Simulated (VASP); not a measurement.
Wanted: the native input for a VASP 6.6.1 run.

| Property | Result |
| --- | --- |
| Task | dielectric tensor |
| Functional | PBE |
| Potentials or basis | VASP PAW PBE potentials, release 64 (Be, S) |
| Cutoff | 520 eV |
| k mesh | 8 × 8 × 8 |
| Occupations | gaussian, width 0.01 eV |
| Spin | no spin polarisation |
| Dipole correction | no |
| Further INCAR settings | ALGO = Normal; EDIFF = 1e-08 |

The structure of BeS lies in POSCAR:

```
BeS
1.0
    0.0000000000      2.4343066371      2.4343066371
    2.4343066371      0.0000000000      2.4343066371
    2.4343066371      2.4343066371      0.0000000000
Be S
1 1
Direct
    0.0000000000      0.0000000000      0.0000000000
    0.2500000000      0.2500000000      0.2500000000
```

These files were run (other wordings do the same):

INCAR

```
SYSTEM = BeS
PREC = Accurate ; ENCUT = 520
EDIFF = 1E-8 ; ISMEAR = 0
SIGMA = 0.01 ; LREAL = .False.
LASPH = .True. ; NELM = 80
ALGO = Normal ; ISIF = 2
LWAVE = .False. ; LCHARG = .False.
GGA = PE ; LEPSILON = .True.
```

KPOINTS

```
Automatic mesh
0
Gamma
  8 8 8
  0 0 0
```

Potentials or basis: VASP PAW PBE potentials, release 64 (Be, S).

Run with:

```sh
$ cat potpaw_PBE.64/Be/POTCAR potpaw_PBE.64/S/POTCAR > POTCAR
$ mpirun -np 1 vasp_std > vasp.out
```

It gave:

- Band gap on the k mesh: 3.14 eV, indirect (least direct gap 5.67 eV)
- Electronic dielectric tensor (diagonal): 5.29
- Born charges (mean of the diagonal): Be +1.63; S -1.63 e

Wall time 61 s on 1 thread of Intel(R) Xeon(R) 6975P-C (Granite Rapids), with other jobs on the host, peak memory 0.2 GiB.
